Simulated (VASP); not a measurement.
The system is TiC.

```
Ti C
1.0
     0.00000    2.16572    2.16572
     2.16572    0.00000    2.16572
     2.16572    2.16572    0.00000
Ti C
1 1
Cartesian
  0.0000 0.0000 0.0000
  2.1657 2.1657 2.1657
```

The cell is a database's computed one.

Base run:

| Item | Value |
| --- | --- |
| Program | VASP 6.6.1 |
| Functional | PBE |
| Potentials or basis | VASP PAW PBE potentials, release 64 (Ti_sv, C) |
| Cutoff | 520 eV |
| k mesh | 11 × 11 × 11 |
| Occupations | fermi-dirac, width 0.05 eV |
| Spin | no spin polarisation |

Its results: band gap on the k mesh none (metal or under the smearing width); pressure 0.5 GPa.

The run is repeated on the same cell with these changes: functional from PBE to PBEsol. What comes out?

Band gap on the k mesh none (metal or under the smearing width); pressure -6.5 GPa.

PBEsol binds more tightly than PBE, so the same cell stands under less pressure.

Caveats: the PAW data sets were made with another functional, which shifts forces and pressure a little (some runs).

Not every run made on this cell is shown here.
